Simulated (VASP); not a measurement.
# Ge in VASP 6.6.1, single-point calculation

INCAR

```
ISMEAR = -1
LWAVE = .FALSE.
IBRION = -1
NSW = 0
SIGMA = 0.02
PREC = Accurate
EDIFF = 1E-7
GGA = PE
ISIF = 2
ENCUT = 520
LCHARG = .FALSE.
NBANDS = 21
LREAL = .FALSE.
NELM = 82
LASPH = .FALSE.
```

KPOINTS

```
KPOINTS created by Atomic Simulation Environment
0
Monkhorst-Pack
8 8 8
0 0 0
```

POSCAR

```
Ge
 1.0000000000000000
     0.0000000000000000    2.8368735120999999    2.7801360418000001
     2.8368735120999999    0.0000000000000000    2.7801360418000001
     2.8368735120999999    2.8368735120999999    0.0000000000000000
 Ge
   2
Cartesian
  0.0000000000000000  0.0000000000000000  0.0000000000000000
  1.4184367560500000  1.4184367560500000  1.3900680209000000
```

The recommended PBE PAW datasets give the neutral cell 28 valence electrons.

Command

```
mpirun -np 1 vasp_std
```

Problem. Predict the outcome of this run.

Solution. It converged. Results: gap between bands v and c on the k mesh 0.29 eV; least direct gap on the k mesh 0.95 eV; pressure 4.5 GPa. Band v is the last that the valence electrons fill when counted band by band, and c is the next.

OSZICAR

```
N       E                     dE             d eps       ncg     rms          rms(c)
DAV:   1     0.187717993061E+03    0.18772E+03   -0.14528E+04  6873   0.367E+03
DAV:   2     0.183601259963E+02   -0.16936E+03   -0.16393E+03  6078   0.625E+02
DAV:   3    -0.818891710869E+01   -0.26549E+02   -0.26378E+02  6923   0.142E+02
DAV:   4    -0.907019017016E+01   -0.88127E+00   -0.88082E+00  6838   0.304E+01
DAV:   5    -0.908485111131E+01   -0.14661E-01   -0.14661E-01  6868   0.431E+00    0.325E+00
DAV:   6    -0.902516960942E+01    0.59682E-01   -0.21009E-02  6904   0.134E+00    0.193E+00
DAV:   7    -0.899223856228E+01    0.32931E-01   -0.50229E-02  6586   0.204E+00    0.155E-01
DAV:   8    -0.899406874689E+01   -0.18302E-02   -0.67085E-03  6798   0.108E+00    0.536E-02
DAV:   9    -0.899406971407E+01   -0.96718E-06   -0.19769E-04  8075   0.252E-01    0.191E-02
DAV:  10    -0.899409330837E+01   -0.23594E-04   -0.77129E-05  6849   0.136E-01    0.691E-03
DAV:  11    -0.899409394001E+01   -0.63164E-06   -0.12933E-05  8215   0.656E-02    0.191E-03
DAV:  12    -0.899409426594E+01   -0.32593E-06   -0.48102E-07  6944   0.995E-03    0.316E-04
DAV:  13    -0.899409418597E+01    0.79965E-07   -0.25855E-08  4594   0.176E-03
   1 F= -.89940942E+01 E0= -.89940933E+01  d E =-.172920E-05
```

Standard output (part)

```
POSCAR found type information on POSCAR Ge
 POSCAR found :  1 types and       2 ions
 LDA part: xc-table for (Slater+PW92), standard interpolation
 POSCAR, INCAR and KPOINTS ok, starting setup
 WAVECAR not read
 entering main loop
```

The shifted mesh misses Γ, so a band edge there is missed.

For comparison, a separate PBE run of the intended cell, on usual settings and not on those above, gives a gap of 0.04 eV on its mesh and a pressure of 4.4 GPa.
